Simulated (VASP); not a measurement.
The system is PbSe (Clausthalite).

```
Pb Se
1.0
     0.00000    3.06065    3.06065
     3.06065    0.00000    3.06065
     3.06065    3.06065    0.00000
Pb Se
1 1
Cartesian
  -0.0330 0.0464 0.1067
  3.0308 3.0609 3.0606
```

The cell isn't the ideal one: atoms moved at random, drawn with an rms of 0.1 Å.

```yaml
Program: VASP 6.6.1
Task: relaxation of cell and atoms
Functional: revPBE
Dispersion: D3
Potentials_or_basis: VASP PAW PBE potentials, release 64 (Pb_d, Se)
Cutoff: 600 eV
k_mesh: 8 × 8 × 8
Occupations: gaussian, width 0.05 eV
Spin: no spin polarisation
```

At the start: pressure 2.1 GPa; volume 28.67 Å³/atom.

**Question.** Where does the relaxation end?

**Answer.** Over 3 steps the energy falls by 8.6 meV/atom and the volume is 30.01 Å³/atom (+4.7 %); space group Cm (No. 8, to 0.05 Å).

Step by step:
```csv
step,energy change (eV),largest force (eV/Å),pressure (GPa),volume (Å³)
1,0.0000,0.0710,2.14,57.34
2,-0.0166,0.0047,-0.37,60.58
3,-0.0173,0.0093,0.00,60.01
```

Final structure:
```
Pb Se
1.0
    -0.00009    3.10590    3.11506
     3.10293    0.00082    3.11415
     3.10297    3.10503    0.00078
Pb Se
1 1
Direct
  0.02978 0.00423 0.98503
  0.50554 0.49532 0.49489
```

Caveat: the PAW data sets were made with another functional, which shifts forces and pressure a little.
